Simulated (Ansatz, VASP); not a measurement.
## One calculation of Sb, two programs

INCAR

```
PREC = Accurate ; ENCUT = 520
EDIFF = 1E-7 ; ISMEAR = -1
SIGMA = 0.1 ; LREAL = F
LASPH = T ; NELM = 60
ALGO = Normal ; ISIF = 2
LWAVE = F ; LCHARG = F
GGA = PE ; NBANDS = 8
```

Contents of KPOINTS:

```
Automatic mesh
0
Gamma
  13 13 13
```

The input POSCAR:

```
Sb
1.0
   -1.8706355996      1.8706355996      1.8706355996
    1.8706355996     -1.8706355996      1.8706355996
    1.8706355996      1.8706355996     -1.8706355996
Sb
1
Direct
    0.0000000000      0.0000000000      0.0000000000
```

Input for Ansatz:

```yaml
crystal:
  lattice:
    - [-1.8706355996, 1.8706355996, 1.8706355996]
    - [1.8706355996, -1.8706355996, 1.8706355996]
    - [1.8706355996, 1.8706355996, -1.8706355996]
  atoms:
    - { symbol: Sb, position: [0.0, 0.0, 0.0] }
hamiltonian:
  xc: pbe
  pseudopotentials:
    kind: paw
    azcp:
      Sb: "pseudopotentials/Sb.paw.azcp"
basis:
  ecutwfc: 420
  fft_grid_basis: typed
kpoints:
  mp_grid: { grid: [13, 13, 13], shift: [0, 0, 0] }
magnetization:
  spin_polarized: false
scf:
  occupations: { method: fermi_dirac, width: 0.1 }
  lower_state_search: "off"
output:
  stress: true
```

Alike in both runs: task single point; functional PBE; k mesh 13 × 13 × 13; occupations fermi-dirac, width 0.1 eV; no spin polarisation.

|  | VASP | Ansatz |
| --- | --- | --- |
| version | VASP 6.6.1 | Ansatz 0.2.0 |
| potentials or method | VASP PAW PBE potentials, release 64 (Sb) | plane waves (420 eV) with PAW, scalar-relativistic |
| plane-wave cutoff (eV) | 520 | 420 |
| valence electrons in the cell | 5 | 15 |

|  | VASP | Ansatz | Ansatz less VASP |
| --- | --- | --- | --- |
| pressure (GPa) | 2.3 | 2.5 | +0.13 |

The two sets of potentials don't hold the same shells in valence.

The runs have no spin-orbit coupling, so splittings on Sb are missing.
